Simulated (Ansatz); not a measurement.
HfC: where the heat goes in a short trajectory

Computed with DFT PBE, scalar-relativistic, plane waves, PAW in Ansatz 0.2.0. Settings: plane waves to 420 eV, k-mesh 2×2×2 (shifted by 0.5, 0.5, 0.5 steps), Fermi–Dirac smearing 0.05 eV. The mesh is coarse. Spin–orbit coupling is left out, which can shift energies with elements as heavy as these. No spin polarisation.

16 atoms start on the lattice sites below (V = 203.1 Å³, 1.01 times the source cell's; static pressure -1.87 GPa, largest force component 0.00 eV/Å) with velocities drawn for 450 K; constant energy, fixed cell, 57 steps of 2 fs.

```xyz
16
Lattice="-4.6654 4.6654 0.0000 -4.6654 0.0000 4.6654 0.0000 4.6654 4.6654" Properties=species:S:1:pos:R:3 pbc="T T T"
Hf   -6.9982    6.9982    6.9982
Hf   -4.6654    4.6654    6.9982
Hf   -4.6654    6.9982    4.6654
Hf   -6.9982    4.6654    4.6654
Hf   -2.3327    4.6654    4.6654
Hf   -4.6654    2.3327    4.6654
Hf   -4.6654    4.6654    2.3327
Hf   -2.3327    2.3327    2.3327
C     0.0000    0.0000    0.0000
C    -2.3327    2.3327    0.0000
C    -2.3327    0.0000    2.3327
C     0.0000    2.3327    2.3327
C    -4.6654    2.3327    2.3327
C    -2.3327    4.6654    2.3327
C    -2.3327    2.3327    4.6654
C    -4.6654    4.6654    4.6654
```

```
t (fs) T (K) kinetic energy (meV/atom) potential energy over the first frame (meV/atom) P with the kinetic part (GPa)
   0.0    450                       54.5                                               0.0                          -1.38
   8.0    329                       39.9                                              14.8                          -1.09
  16.0    202                       24.5                                              30.3                          -0.77
  24.0    253                       30.7                                              24.0                          -0.82
  32.0    259                       31.4                                              23.2                          -0.69
  40.0    137                       16.6                                              38.1                          -0.16
  48.0     88                       10.6                                              44.1                           0.11
  56.0    161                       19.6                                              35.1                          -0.16
  64.0    217                       26.3                                              28.3                          -0.45
  72.0    172                       20.9                                              33.8                          -0.43
  80.0    145                       17.6                                              37.1                          -0.41
  88.0    243                       29.5                                              25.2                          -0.64
  96.0    295                       35.7                                              18.9                          -0.73
 104.0    194                       23.5                                              31.2                          -0.54
 112.0    177                       21.5                                              33.3                          -0.61
```

T counts 3N − 3 degrees of freedom. Means over every step of the second half, not only the rows shown: T = 205 K, kinetic energy 24.9 meV/atom, potential energy 29.8 meV/atom, P = -0.53 GPa.

Question: Does the potential energy follow equipartition for harmonic vibrations?

Answer: In a harmonic crystal each vibration holds as much potential as kinetic energy on average, here 24.9 meV/atom. The run has 29.8, a ratio of 1.20. That is near one, as for a crystal vibrating about its sites. At constant energy a start from the lattice sites hands about half of the kinetic energy to the potential, so T should settle near 225 K. So short a run gives a rough mean.

Question: Split the rise of pressure into the kinetic part and the rest. Can a thermal Grüneisen parameter be estimated?

Answer: The program counts the kinetic part as N k_B T/V = 0.22 GPa. The pressure lies 1.34 GPa over the static one in all, so the forces add 1.12 GPa. For a harmonic mode with ω ∝ V^(−γ) and an amplitude that scales with the cell, the forces add (2γ − 2/3)U/V, which needs no equipartition; when U equals the kinetic energy K, this and the kinetic part 2K/(3V) sum to the Mie–Grüneisen γE_th/V. With U = N × 29.8 meV, γ = 1/3 + V ΔP_forces/(2U) = 1.82, for harmonic vibrations a mean over the modes weighted by their potential energy, for uniform scaling of the cell (in a layered or otherwise anisotropic crystal this differs from γ under hydrostatic pressure). Most solids fall between 1 and 3, and tetrahedral, framework and layered ones often lower; anharmonic motion and pressure swings in a cell of 16 atoms make this value uncertain by tenths or more.

Cost: 1 run of about 4.4 core-minutes (earlier runs that led there not counted), on Intel Xeon 6975P-C (Granite Rapids) (shared hosts).